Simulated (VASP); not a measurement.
# MgO (Fm-3m): a series in a change of volume, part 2 of 3

How do the elastic response and the band edges of MgO follow a change of volume?

VASP 6.6.1, plane waves and PAW; the level of theory is named at each step.

So far: The structure; Relax the crystal, PBEsol; Relax at fixed volume, PBEsol.

The database entry behind the starting cell lists a temperature of 1305 K, so it need not match the best structure at ambient conditions.

### Step 4. Dielectric response, PBEsol

Linear response gives the dielectric tensors, Born charges and zone-centre modes.

Level: PBEsol; plane waves and PAW (Mg, O).

File INCAR:

```
SYSTEM = MgO
PREC = Accurate
ENCUT = 600
EDIFF = 1E-08
NELM = 120
ISMEAR = 0
SIGMA = 0.02
LREAL = .FALSE.
ALGO = Normal
GGA = PS
NBANDS = 10
LASPH = .TRUE.
LWAVE = .FALSE.
LCHARG = .FALSE.
KPAR = 4
LEPSILON = .TRUE.
IBRION = 8
NSW = 1
```

File POSCAR:

```
MgO
1.0
    0.0000000000      2.0753209390      2.0753209390
    2.0753209390      0.0000000000      2.0753209390
    2.0753209390      2.0753209390      0.0000000000
Mg O
1 1
Direct
    0.0000000000      0.0000000000      0.0000000000
    0.5000000000      0.5000000000      0.5000000000
```

File KPOINTS:

```
Automatic mesh
0
Gamma
9 9 9
0 0 0
```

PAW data sets: Mg and O (PBE family, release 64).

Command:

```bash
$ mpirun -np 4 vasp_std
```

What it wrote:

```text
[... set-up lines as in an earlier step ...]
 entering main loop
       N       E                     dE             d eps       ncg     rms          rms(c)
DAV:   1     0.205002390196E+02    0.20500E+02   -0.52020E+03   772   0.819E+02
DAV:   2    -0.131173192663E+02   -0.33618E+02   -0.32524E+02   792   0.154E+02
DAV:   3    -0.138929550832E+02   -0.77564E+00   -0.77506E+00   844   0.225E+01
DAV:   4    -0.138947383364E+02   -0.17833E-02   -0.17831E-02   776   0.121E+00
[...]
DAV:  12    -0.124972608877E+02   -0.47017E-06   -0.88489E-08   780   0.362E-03    0.314E-04
DAV:  13    -0.124972609582E+02   -0.70488E-07   -0.68858E-09   400   0.633E-04    0.572E-05
DAV:  14    -0.124972609483E+02    0.98928E-08   -0.13835E-10   374   0.111E-04
   1 F= -.12497261E+02 E0= -.12497261E+02  d E =-.129962E-14
 Linear response reoptimize wavefunctions to high precision
DAV:   1    -0.124972609499E+02   -0.16027E-08   -0.24404E-11   422   0.353E-05
DAV:   2    -0.124972609499E+02    0.20805E-10   -0.16362E-12   378   0.881E-06
 Linear response G [H, r] |phi>, progress :
  Direction:   1
       N       E                     dE             d eps       ncg     rms
RMM:   1    -0.327225336015E+02   -0.32723E+02    0.91818E+00  1535   0.503E+01
RMM:   2    -0.304928468836E+02    0.22297E+01   -0.65024E-01  1109   0.671E+00
RMM:   3    -0.304956312639E+02   -0.27844E-02   -0.47271E-03  1175   0.431E-01
RMM:   4    -0.304956961105E+02   -0.64847E-04   -0.47866E-05  1243   0.344E-02
RMM:   5    -0.304956964972E+02   -0.38669E-06   -0.30193E-07  1261   0.283E-03
RMM:   6    -0.304956965021E+02   -0.49386E-08   -0.35007E-08  1170   0.265E-04
 Linear response G [H, r] |phi>, progress :
  Direction:   2
       N       E                     dE             d eps       ncg     rms
RMM:   1    -0.310150497162E+02   -0.31015E+02    0.13332E+01  1523   0.498E+01
RMM:   2    -0.301753349789E+02    0.83971E+00   -0.65587E-01  1108   0.682E+00
RMM:   3    -0.301787820003E+02   -0.34470E-02   -0.49798E-03  1184   0.444E-01
RMM:   4    -0.301788489714E+02   -0.66971E-04   -0.48458E-05  1245   0.352E-02
RMM:   5    -0.301788493691E+02   -0.39761E-06   -0.23587E-07  1255   0.293E-03
RMM:   6    -0.301788493738E+02   -0.47084E-08    0.33753E-08  1192   0.273E-04
 Linear response G [H, r] |phi>, progress :
  Direction:   3
       N       E                     dE             d eps       ncg     rms
RMM:   1    -0.275425924391E+02   -0.27543E+02    0.56839E+01  1449   0.491E+01
RMM:   2    -0.256264911579E+02    0.19161E+01   -0.47503E-01  1090   0.558E+00
RMM:   3    -0.256276202801E+02   -0.11291E-02   -0.27203E-03  1144   0.340E-01
RMM:   4    -0.256276515815E+02   -0.31301E-04   -0.33228E-05  1193   0.287E-02
RMM:   5    -0.256276519789E+02   -0.39739E-06   -0.78901E-08  1200   0.238E-03
RMM:   6    -0.256276519970E+02   -0.18063E-07   -0.38571E-09  1090   0.227E-04
[...]
change of polarisation eV/A/(eV/A) component  2 :     0.039     0.209    -0.009
 dielectric tensor                  component  2 :     0.391     3.114    -0.088
 Linear response to external field, progress :
  Direction:   3
       N       E                     dE             d eps       ncg     rms          rms(c)
RMM:   1    -0.108548283231E+00   -0.10855E+00   -0.31289E-01  3230   0.161E+00
RMM:   2    -0.108615109802E+00   -0.66827E-04   -0.83188E-04  2341   0.198E-01    0.515E-01
RMM:   3    -0.107077581958E+00    0.15375E-02   -0.10301E-03  2315   0.259E-01    0.310E-01
RMM:   4    -0.112935274858E+00   -0.58577E-02   -0.18379E-03  2297   0.365E-01    0.300E-02
RMM:   5    -0.113517934041E+00   -0.58266E-03   -0.22223E-05  2434   0.437E-02    0.555E-03
RMM:   6    -0.113586516993E+00   -0.68583E-04   -0.18901E-07  2492   0.409E-03    0.240E-03
RMM:   7    -0.113608453135E+00   -0.21936E-04   -0.59119E-08  2486   0.214E-03    0.128E-04
RMM:   8    -0.113609653908E+00   -0.12008E-05   -0.64651E-10  2344   0.198E-04    0.595E-05
RMM:   9    -0.113609588664E+00    0.65244E-07   -0.84186E-11  1987   0.813E-05    0.526E-06
 change of polarisation eV/A/(eV/A) component  3 :     0.005     0.025     0.209
 dielectric tensor                  component  3 :     0.048     0.255     3.114
 Linear response DOF=           2
 Linear response progress:
  Degree of freedom:   1/  2
       N       E                     dE             d eps       ncg     rms          rms(c)
RMM:   1    -0.216546013194E-02   -0.21655E-02   -0.23321E-04  3119   0.539E-01
RMM:   2    -0.211239546976E-02    0.53065E-04   -0.16963E-04  2275   0.890E-02    0.361E-02
RMM:   3    -0.208824961465E-02    0.24146E-04   -0.17693E-05  2369   0.303E-02    0.185E-02
RMM:   4    -0.209255689757E-02   -0.43073E-05   -0.15085E-05  2383   0.277E-02    0.326E-03
RMM:   5    -0.209476178270E-02   -0.22049E-05   -0.21487E-07  2377   0.390E-03    0.331E-04
RMM:   6    -0.209498155461E-02   -0.21977E-06   -0.13551E-09  2422   0.327E-04    0.145E-04
RMM:   7    -0.209506141414E-02   -0.79860E-07   -0.45514E-10  2429   0.208E-04    0.173E-05
RMM:   8    -0.209508519349E-02   -0.23779E-07   -0.12271E-12  2455   0.112E-05    0.308E-06
RMM:   9    -0.209508649410E-02   -0.13006E-08   -0.67124E-14  2142   0.297E-06    0.409E-07
 first order change of Fermi-energy   0.49611E-04
 force on displaced ion       1 direction 1 :  -6.654   0.000   0.000
 Born effective charge ion    1 direction 1 :   1.948   0.000   0.000
 Linear response progress:
  Degree of freedom:   2/  2
       N       E                     dE             d eps       ncg     rms          rms(c)
RMM:   1    -0.353162926066E+00   -0.35316E+00    0.39544E-01  2671   0.426E+00
RMM:   2    -0.354043728563E+00   -0.88080E-03   -0.15736E-03  2364   0.324E-01    0.131E-01
RMM:   3    -0.355544492783E+00   -0.15008E-02   -0.34003E-04  2240   0.137E-01    0.714E-02
RMM:   4    -0.357782544903E+00   -0.22381E-02   -0.34973E-04  2153   0.144E-01    0.191E-02
[...]
RMM:   9    -0.357800932978E+00   -0.70969E-07   -0.86840E-12  2594   0.366E-05    0.284E-06
RMM:  10    -0.357800909437E+00    0.23541E-07   -0.17096E-12  2260   0.211E-06    0.743E-07
RMM:  11    -0.357800910200E+00   -0.76284E-09   -0.26165E-12  1495   0.773E-07    0.747E-08
 first order change of Fermi-energy   0.11726E-02
 force on displaced ion       2 direction 1 :  -6.657   0.000   0.000
 Born effective charge ion    2 direction 1 :  -1.948   0.000   0.000
 Born effective charges drift removed
 Linear response finished
```

Run time: 36 s. Hardware: 4 MPI ranks of Intel Xeon 6975P-C (Granite Rapids), shared host; peak memory 0.69 GiB; 95 s of CPU time.

Parts of OUTCAR (step 4):

```text
  LATTYP: Found a face centered cubic cell.
 ALAT       =     4.1506418780

 Subroutine GETGRP returns: Found 48 space group operations
 (whereof 48 operations were pure point group operations)

The static configuration has the point symmetry O_h .

 Found     35 irreducible k-points:

   k-points           NKPTS =     35   k-points in BZ     NKDIM =     35   number of bands    NBANDS=     10

   dimension x,y,z NGX =    24 NGY =   24 NGZ =   24
   dimension x,y,z NGXF=    48 NGYF=   48 NGZF=   48

   ENCUT  =  600.0 eV  44.10 Ry    6.64 a.u.   5.86  5.86  5.86*2*pi/ulx,y,z

   NELECT =       8.0000    total number of electrons

  Total        0.8063815      0.8063815      0.8063815     -0.0000000      0.0000000      0.0000000
  in kB       72.2712110     72.2712110     72.2712110     -0.0000000      0.0000000      0.0000000
  external PRESSURE =      72.2712110 kB  Pullay stress =       0.0000000 kB

 POSITION                                       TOTAL-FORCE (eV/Angst)
 -----------------------------------------------------------------------------------
      0.00000      0.00000      0.00000         0.000000      0.000000      0.000000
      2.07532      2.07532      2.07532        -0.000000     -0.000000     -0.000000
 -----------------------------------------------------------------------------------
    total drift:                               -0.000000     -0.000000      0.000000

 MACROSCOPIC STATIC DIELECTRIC TENSOR (including local field effects in DFT)
 ------------------------------------------------------
           3.113899     0.000000    -0.000000
           0.000000     3.113899     0.000000
           0.000000     0.000000     3.113899
 ------------------------------------------------------

 PIEZOELECTRIC TENSOR (including local field effects)  for field in x, y, z        (C/m^2)
          XX          YY          ZZ          XY          YZ          ZX
  --------------------------------------------------------------------------------
  x     0.00000     0.00000     0.00000     0.00000     0.00000     0.00000
  y     0.00000     0.00000     0.00000     0.00000     0.00000     0.00000
  z     0.00000     0.00000     0.00000     0.00000     0.00000     0.00000

 BORN EFFECTIVE CHARGES (including local field effects) (in |e|, cummulative output)
 ---------------------------------------------------------------------------------
 ion    1
    1     1.94772    -0.00000    -0.00000
    2     0.00000     1.94772     0.00000
    3     0.00000    -0.00000     1.94772
 ion    2
    1    -1.94772     0.00000     0.00000
    2    -0.00000    -1.94772     0.00000
    3     0.00000     0.00000    -1.94772

 Eigenvectors and eigenvalues of the dynamical matrix
 ----------------------------------------------------

   1 f  =   12.984358 THz    81.583126 2PiTHz  433.111555 cm-1    53.698965 meV
             X         Y         Z           dx          dy          dz
      0.000000  0.000000  0.000000    -0.629971   -0.000000    0.000000
      2.075321  2.075321  2.075321     0.776619    0.000000    0.000000

   2 f  =   12.984358 THz    81.583126 2PiTHz  433.111555 cm-1    53.698965 meV
             X         Y         Z           dx          dy          dz
      0.000000  0.000000  0.000000     0.000000   -0.629971    0.000000
      2.075321  2.075321  2.075321    -0.000000    0.776619    0.000000

   3 f  =   12.984358 THz    81.583126 2PiTHz  433.111555 cm-1    53.698965 meV
             X         Y         Z           dx          dy          dz
      0.000000  0.000000  0.000000     0.000000    0.000000   -0.629971
      2.075321  2.075321  2.075321     0.000000   -0.000000    0.776619

   4 f/i=    0.001457 THz     0.009153 2PiTHz    0.048594 cm-1     0.006025 meV
             X         Y         Z           dx          dy          dz
      0.000000  0.000000  0.000000    -0.012167    0.632386    0.450640
      2.075321  2.075321  2.075321    -0.009870    0.512974    0.365546

   5 f/i=    0.001457 THz     0.009153 2PiTHz    0.048594 cm-1     0.006025 meV
             X         Y         Z           dx          dy          dz
      0.000000  0.000000  0.000000     0.754538   -0.096858    0.156294
      2.075321  2.075321  2.075321     0.612060   -0.078568    0.126781

   6 f/i=    0.001457 THz     0.009153 2PiTHz    0.048594 cm-1     0.006025 meV
             X         Y         Z           dx          dy          dz
      0.000000  0.000000  0.000000     0.183470    0.440276   -0.612889
      2.075321  2.075321  2.075321     0.148825    0.357139   -0.497158

 MACROSCOPIC STATIC DIELECTRIC TENSOR IONIC CONTRIBUTION
 ------------------------------------------------------
           5.769757    -0.000000    -0.000000
          -0.000000     5.769757    -0.000000
          -0.000000    -0.000000     5.769757
 ------------------------------------------------------

 ELASTIC MODULI CONTR FROM IONIC RELAXATION (kBar)
 Direction    XX          YY          ZZ          XY          YZ          ZX
 --------------------------------------------------------------------------------
 XX           0.0000      0.0000      0.0000      0.0000      0.0000      0.0000
 YY           0.0000      0.0000      0.0000      0.0000      0.0000      0.0000
 ZZ           0.0000      0.0000      0.0000      0.0000      0.0000      0.0000
 XY           0.0000      0.0000      0.0000      0.0000      0.0000      0.0000
 YZ           0.0000      0.0000      0.0000      0.0000      0.0000      0.0000
 ZX           0.0000      0.0000      0.0000      0.0000      0.0000      0.0000
 --------------------------------------------------------------------------------

 PIEZOELECTRIC TENSOR IONIC CONTR  for field in x, y, z        (C/m^2)
          XX          YY          ZZ          XY          YZ          ZX
  --------------------------------------------------------------------------------
  x     0.00000     0.00000     0.00000     0.00000     0.00000     0.00000
  y     0.00000     0.00000     0.00000     0.00000     0.00000     0.00000
  z     0.00000     0.00000     0.00000     0.00000     0.00000     0.00000

[... 1 part as in an earlier step ...]

[... 3 further parts left out ...]
```

CONTCAR:

```
MgO
   1.00000000000000
     0.0000000000000000    2.0753209390000000    2.0753209390000000
     2.0753209390000000    0.0000000000000000    2.0753209390000000
     2.0753209390000000    2.0753209390000000    0.0000000000000000
  Mg              O
     1     1
Direct
     0.0000000000000000    0.0000000000000000    0.0000000000000000
     0.5000000000000000    0.5000000000000000    0.5000000000000000
```

This run gave:

```
ε∞, diagonal : 3.11, 3.11, 3.11
```

### Step 5. Band edges, r2SCAN

Short lines in KPOINTS_OPT sample the zone centre, for masses, and the other valleys.

Level: r2SCAN; plane waves and PAW (Mg, O).

File INCAR:

```
SYSTEM = MgO
PREC = Accurate
ENCUT = 600
EDIFF = 1E-06
NELM = 100
ISMEAR = 0
SIGMA = 0.02
LREAL = .FALSE.
ALGO = Normal
METAGGA = R2SCAN
LASPH = .TRUE.
NBANDS = 9
LWAVE = .FALSE.
LCHARG = .FALSE.
KPAR = 4
```

POSCAR is that of step 4.

File KPOINTS:

```
Automatic mesh
0
Gamma
10 10 10
0 0 0
```

File KPOINTS_OPT:

```
Line mode
6
Line-mode
Reciprocal
  0.00000000   0.00000000   0.00000000
  0.01651488   0.01651488   0.00000000

  0.00000000   0.00000000   0.00000000
 -0.00000000  -0.01651488  -0.01651488

  0.31000000   0.31000000   0.00000000
  0.50000000   0.50000000   0.00000000

  0.00000000   0.31000000   0.31000000
  0.00000000   0.50000000   0.50000000

  0.45000000   0.45000000   0.45000000
  0.50000000   0.50000000   0.50000000

  0.45000000   0.00000000   0.00000000
  0.50000000   0.00000000   0.00000000

  0.42500000   0.42500000   0.00000000
  0.42500000   0.44151488   0.01651488

  0.50000000   0.50000000   0.50000000
  0.48832222   0.51167778   0.50000000
```

Command:

```bash
$ mpirun -np 4 vasp_std
```

What it wrote:

```text
[banner, memory and clock lines left out]
running    4 mpi-ranks, on    1 nodes
[...]
[... a notice as in an earlier step ...]

 LDA part: xc-table for (None), standard interpolation
 POSCAR, INCAR and KPOINTS ok, starting setup
[...]
entering main loop
       N       E                     dE             d eps       ncg     rms          rms(c)
DAV:   1     0.115099513528E+02    0.11510E+02   -0.54399E+03   966   0.934E+02
DAV:   2    -0.191228631396E+02   -0.30633E+02   -0.28733E+02   966   0.156E+02
DAV:   3    -0.198095385888E+02   -0.68668E+00   -0.68604E+00  1017   0.224E+01
DAV:   4    -0.198109806097E+02   -0.14420E-02   -0.14420E-02   973   0.112E+00
[...]
DAV:  10    -0.161544467283E+02   -0.40153E-04   -0.64122E-04   939   0.217E-01    0.219E-02
DAV:  11    -0.161544585522E+02   -0.11824E-04   -0.72917E-06   882   0.330E-02    0.552E-03
DAV:  12    -0.161544589548E+02   -0.40259E-06   -0.64164E-07   441   0.676E-03
   1 F= -.16154459E+02 E0= -.16154459E+02  d E =-.823291E-23
 Start KPOINTS_OPT (optional k-point list driver)
k-point batch [1-47\48]
       N       E                     dE             ncg
DAV:   1     0.673767275883E+03   -0.12742E+05      926
DAV:   2    -0.890142395973E+03   -0.15639E+04     1103
DAV:   3    -0.917652175002E+03   -0.27510E+02      914
DAV:   4    -0.917724250939E+03   -0.72076E-01      986
DAV:   5    -0.917724491096E+03   -0.24016E-03      937
DAV:   6    -0.917724492231E+03   -0.11350E-05     1013
DAV:   7    -0.917724492233E+03   -0.22612E-08      740
k-point batch [48-48\48]
       N       E                     dE             ncg
DAV:   1     0.132039832254E+05   -0.31098E+03       26
DAV:   2     0.131814941235E+05   -0.22489E+02       19
DAV:   3     0.131809990962E+05   -0.49503E+00       20
DAV:   4     0.131809978904E+05   -0.12058E-02       18
DAV:   5     0.131809978868E+05   -0.36311E-05       20
DAV:   6     0.131809978868E+05   -0.15269E-07       18
```

Elapsed: 8.8 s, on 4 MPI ranks; peak memory 0.54 GiB.

Parts of OUTCAR (step 5):

```text
  Total        0.6164174      0.6164174      0.6164174     -0.0000000     -0.0000000     -0.0000000
  in kB       55.2458488     55.2458488     55.2458488     -0.0000000     -0.0000000     -0.0000000
  external PRESSURE =      55.2458488 kB  Pullay stress =       0.0000000 kB

 POSITION                                       TOTAL-FORCE (eV/Angst)
 -----------------------------------------------------------------------------------
      0.00000      0.00000      0.00000         0.000000     -0.000000      0.000000
      2.07532      2.07532      2.07532        -0.000000      0.000000      0.000000
 -----------------------------------------------------------------------------------
    total drift:                               -0.000000     -0.000000      0.000000

  FREE ENERGIE OF THE ION-ELECTRON SYSTEM (eV)
  ---------------------------------------------------
  free  energy   TOTEN  =       -16.1544589548 eV

  energy  without entropy=      -16.1544589548  energy(sigma->0) =      -16.15445895

[... 1 part as in an earlier step ...]

[... 2 further parts left out ...]
[key lines of the parts left out:]
E-fermi :   3.2365
```

Read from the output:

```
energy(sigma→0) of the program : -16.1545 eV
stress, compression positive   : xx, yy, zz 5.52, 5.52, 5.52 GPa
```

The run ends at a pressure of 5.52 GPa.

### Step 6. Band edges, TB-mBJ

Short lines in KPOINTS_OPT sample the zone centre, for masses, and the other valleys.

Level: TB-mBJ; plane waves and PAW (Mg, O).

TB-mBJ has no energy functional, so the total energy, stress and pressure in this output mean nothing.

Edit INCAR of step 5 so:

```diff
@@ -4,3 +4,3 @@
 EDIFF = 1E-06
-NELM = 100
+NELM = 150
 ISMEAR = 0
@@ -9,3 +9,3 @@
 ALGO = Normal
-METAGGA = R2SCAN
+METAGGA = MBJ
 LASPH = .TRUE.
```

POSCAR is that of step 5.

KPOINTS is that of step 5.

KPOINTS_OPT is that of step 5.

Command:

```bash
$ mpirun -np 4 vasp_std
```

What it wrote:

```text
[... set-up lines as in an earlier step ...]
 entering main loop
       N       E                     dE             d eps       ncg     rms          rms(c)
DAV:   1     0.513530145640E+02    0.51353E+02   -0.53524E+03   966   0.912E+02
DAV:   2     0.217488194072E+02   -0.29604E+02   -0.27841E+02   932   0.150E+02
DAV:   3     0.210558801979E+02   -0.69294E+00   -0.69234E+00   998   0.219E+01
DAV:   4     0.210543994310E+02   -0.14808E-02   -0.14807E-02   981   0.110E+00
[...]
DAV:  39     0.251267502238E+02   -0.12293E-05   -0.41631E-11   423   0.530E-05    0.105E-05
DAV:  40     0.251267434993E+02   -0.67245E-05   -0.16277E-11   423   0.366E-05    0.161E-06
DAV:  41     0.251267436403E+02    0.14104E-06   -0.14126E-11   423   0.214E-05
   1 F= 0.25126744E+02 E0= 0.25126744E+02  d E =-.671226E-48
 Start KPOINTS_OPT (optional k-point list driver)
k-point batch [1-47\48]
       N       E                     dE             ncg
DAV:   1     0.111213423481E+04   -0.12304E+05      918
DAV:   2    -0.503545016916E+03   -0.16157E+04     1094
DAV:   3    -0.530028443760E+03   -0.26483E+02      899
DAV:   4    -0.530109435508E+03   -0.80992E-01      987
DAV:   5    -0.530109723379E+03   -0.28787E-03      914
DAV:   6    -0.530109724817E+03   -0.14386E-05     1058
DAV:   7    -0.530109724823E+03   -0.58673E-08      803
k-point batch [48-48\48]
       N       E                     dE             ncg
DAV:   1     0.132124234098E+05   -0.30254E+03       26
DAV:   2     0.131899373618E+05   -0.22486E+02       18
DAV:   3     0.131895214617E+05   -0.41590E+00       19
DAV:   4     0.131895200646E+05   -0.13970E-02       20
DAV:   5     0.131895200594E+05   -0.52323E-05       18
DAV:   6     0.131895200594E+05   -0.26346E-07       19
```

Run time: 16 s. Hardware: 4 MPI ranks; peak memory 0.54 GiB.

From OUTCAR (step 6):

```text
  Total       24.4730637     24.4730637     24.4730637     -0.0000000      0.0000000     -0.0000000
  in kB     2193.3761857   2193.3761857   2193.3761857     -0.0000000      0.0000000     -0.0000000
  external PRESSURE =    2193.3761857 kB  Pullay stress =       0.0000000 kB

 POSITION                                       TOTAL-FORCE (eV/Angst)
 -----------------------------------------------------------------------------------
      0.00000      0.00000      0.00000        -0.000000     -0.000000     -0.000000
      2.07532      2.07532      2.07532         0.000000      0.000000      0.000000
 -----------------------------------------------------------------------------------
    total drift:                               -0.000000     -0.000000      0.000000

  FREE ENERGIE OF THE ION-ELECTRON SYSTEM (eV)
  ---------------------------------------------------
  free  energy   TOTEN  =        25.1267436403 eV

  energy  without entropy=       25.1267436403  energy(sigma->0) =       25.12674364

[... 2 parts as in an earlier step ...]

[... 1 further part left out ...]
[key lines of the parts left out:]
E-fermi :   4.2314
```

[end of part 2 of 3]

[Lines on the potential files, build, host, timing and source positions are cut from VASP's logs without a mark.]

[Logs are printed without paths, hosts, clocks, repeated set-up lines and the standing remarks that a program may print on its own settings, such as how far it seeks lower states.]

[Hosts, paths, dates, database ids (printed as entryN), source tags and the programs' standing remarks are cut or masked in the printed files.]

[In band tables of VASP the shares of atoms and orbitals are scaled to a sum of 1 inside the atoms' spheres.]
